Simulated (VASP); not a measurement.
Cr, 1 atom in the cell. It takes space group Im-3m (No. 229, cubic). The conventional cell has a = 2.969 Å, b = 2.969 Å, c = 2.969 Å, α = 90.00°, β = 90.00°, γ = 90.00°. Around Cr (site symmetry m-3m) lie 8 Cr at 2.57 Å. 

```yaml
Program: VASP 6.6.1
Task: single point
Functional: LDA
Potentials_or_basis: VASP PAW LDA potentials, release 54 (Cr_pv)
Cutoff: 520 eV
k_mesh: 12 × 12 × 12
Occupations: gaussian, width 0.02 eV
Spin: collinear spin, ferromagnetic start
Starting_moments: "[3.0] μB"
Further_INCAR_settings: ALGO = Fast; EDIFF = 1e-06
```

Potentials or basis: VASP PAW LDA potentials, release 54 (Cr_pv).

The run is started by

```sh
$ cat potpaw_LDA.54/Cr_pv/POTCAR > POTCAR
$ mpirun -np 1 vasp_std > vasp.out
```

Hardware: 1 thread of Intel(R) Xeon(R) 6975P-C (Granite Rapids), with other jobs on the host.

Task: How long does it take, and how much memory?

Result: It took 12 s on 1 thread of Intel(R) Xeon(R) 6975P-C (Granite Rapids), on a shared host, peak memory 0.12 GiB. Counts: scf iterations 13, k points 72.
